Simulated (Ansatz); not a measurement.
Base system: Ti3SiC2 (space group P6_3/mmc, No. 194; a = 3.073 Å, c = 17.723 Å). Axes: x lies along a and z along c of the hexagonal cell.

Level of theory: DFT with PBE, PAW potentials and a 420 eV plane-wave cutoff in Ansatz (a quantum-chemistry and plane-wave program), no spin-orbit coupling.

Strains are applied to the cell and any free atomic positions relax; under stress the whole cell relaxes.

One change was made to it. Results:

| quantity | base | after |
|---|---|---|
| volume per atom | 12.08 Å³ | 12.03 Å³ |
| energy relative to the base (free energy F) | 0 meV/atom | +0.5 meV/atom |
| band gap | zero | zero |

Task: Which change produced these results?
A. strain tensor (xx, yy, zz, yz, xz, xy) = (+0.02, +2.23, +1.42, +0.80, +0.99, −0.31) %
B. uniaxial stress, 2 GPa tension along x
C. uniaxial stress, 2 GPa compression along x

Result: C, uniaxial stress, 2 GPa compression along x. For comparison, the volume per atom in the other runs: strain tensor (xx, yy, zz, yz, xz, xy) = (+0.02, +2.23, +1.42, +0.80, +0.99, −0.31) % gives 12.52 Å³; uniaxial stress, 2 GPa tension along x gives 12.12 Å³.

Without a gap, meshes like the base's 14×14×3 leave anisotropic stresses uncertain by several tenths of a GPa, and small strain energies with them. Beyond what the load breaks, stability against distortions was not tested. The final runs are not spin-polarised.
